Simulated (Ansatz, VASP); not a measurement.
Two plane-wave programs on BN

```
CELL_PARAMETERS angstrom
2.55458 0.00000 0.00000
-1.27729 2.21233 0.00000
0.00000 0.00000 4.22451
ATOMIC_POSITIONS crystal
B 0.70505 0.33333 0.99981
B 0.29495 0.66667 0.49981
N 0.62556 0.33333 0.62519
N 0.37444 0.66667 0.12519
```

Change from the starting cell: mode 4 (471.6 1/cm) frozen in, largest displacement +0.105 Å.

Alike in both runs: task single point; functional PBE; k mesh 12 × 12 × 6; occupations gaussian, width 0.05 eV; no spin polarisation.

|  | VASP | Ansatz |
| --- | --- | --- |
| version | VASP 6.6.1 | Ansatz 0.2.0 |
| potentials or method | VASP PAW PBE potentials, release 64 (B, N) | scalar-relativistic, plane waves, PAW |
| plane-wave cutoff (eV) | 520 | 420 |
| valence electrons in the cell | 16 | 16 |

|  | VASP | Ansatz | Ansatz less VASP |
| --- | --- | --- | --- |
| gap on the k mesh at the Fermi level (eV) | 5.00 | 5.01 | +0.016 |
| least direct gap on the mesh (eV) | 7.92 | 7.93 | +0.012 |
| pressure (GPa) | -0.1 | -0.3 | -0.22 |
| largest component of the traceless stress (GPa) | 3.67 | 3.68 | +0.005 |
| rms of the force components (eV/Å) | 0.608 | 0.609 | +0.0002 |

Atom by atom the forces differ by 0.002 eV/Å (rms over components).

Caveats: forces of over 1 eV/Å show positions far from the minimum, so gaps and moduli don't describe the material at rest. A k mesh can miss the band edges.
